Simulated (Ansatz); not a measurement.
What DFT gives for TlCl

```yaml
crystal:
  lattice:
    - [3.91332, 0.00000, 0.00000]
    - [0.00000, 3.91332, 0.00000]
    - [0.00000, 0.00000, 3.91332]
  atoms:
    - { symbol: Tl, position: [0.00000, 0.00000, 0.00000] }
    - { symbol: Cl, position: [0.50000, 0.50000, 0.50000] }
```

Method: PBE, spin-orbit coupling; PAW, plane waves to 420 eV, 7×7×7 Γ-centred mesh, cold occupations (width 0.1512 eV) (Ansatz 0.2.0), atoms fixed.

The state carries no moments; the state need not be the lowest.

**Question.** Give the Bader charges.

**Answer.** Bader charges in e: Tl +0.70, Cl -0.70. In the mean Tl gives up most and Cl takes most.

**Question.** What is the formation energy?

**Answer.** -0.93 eV an atom against the elements' usual phases (free molecules for gases, crystals otherwise, with no correction for O₂ or N₂), so it is bound against them; other compounds may still compete. Relaxing would lower it.

**Question.** What does the stress say?

**Answer.** The pressure is -0.4 GPa (compression positive), so with the atoms held at these fractions the cell is close to zero pressure.

**Question.** Metal or insulator? Give the gap.

**Answer.** The gap is 1.83 eV, indirect (the least direct gap found is 2.05 eV).

**Question.** What is the character of the valence top and the conduction bottom?

**Answer.** Within 0.7 eV of the edges, the states project mainly on Cl p (75 %) and Tl s (23 %) below the gap and on Tl p (88 %) above it.

Origin: a database entry at a rescaled volume. Caveats: wide smearing; the mesh misses a band edge that the path finds.
